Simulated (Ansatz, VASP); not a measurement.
## KCl: VASP beside Ansatz

```
CELL_PARAMETERS angstrom
0.00000 3.15610 3.02986
3.15610 0.00000 3.02986
3.15610 3.15610 0.00000
ATOMIC_POSITIONS crystal
K 0.00000 0.00000 0.00000
Cl 0.50000 0.50000 0.50000
```

Change from the starting cell: strain +0.000 along x and y, -0.040 along z, atoms carried along.

Alike in both runs: task single point; functional PBEsol; k mesh 6 × 6 × 6; occupations gaussian, width 0.05 eV; no spin polarisation.

```csv
,VASP,Ansatz
version,VASP 6.6.1,Ansatz 0.2.0
potentials or method,"VASP PAW PBE potentials, release 64 (K_sv, Cl)","scalar-relativistic, plane waves, PAW"
plane-wave cutoff (eV),520,420
valence electrons in the cell,16,16
```

Ansatz gave:

| Item | Value |
| --- | --- |
| gap on the k mesh at the Fermi level (eV) | 5.10 |
| least direct gap on the mesh (eV) | 5.10 |
| pressure (GPa) | 0.3 |
| largest component of the traceless stress (GPa) | 1.15 |

Task: Estimate VASP's values.

Result: gap on the k mesh at the Fermi level (eV): 5.09; least direct gap on the mesh (eV): 5.09; pressure (GPa): 0.3; largest component of the traceless stress (GPa): 1.18.

With one functional, cell and mesh, what is left measures potentials, basis and numerics.

Caveats: the PAW data sets were made with another functional, which shifts forces and pressure a little (VASP).
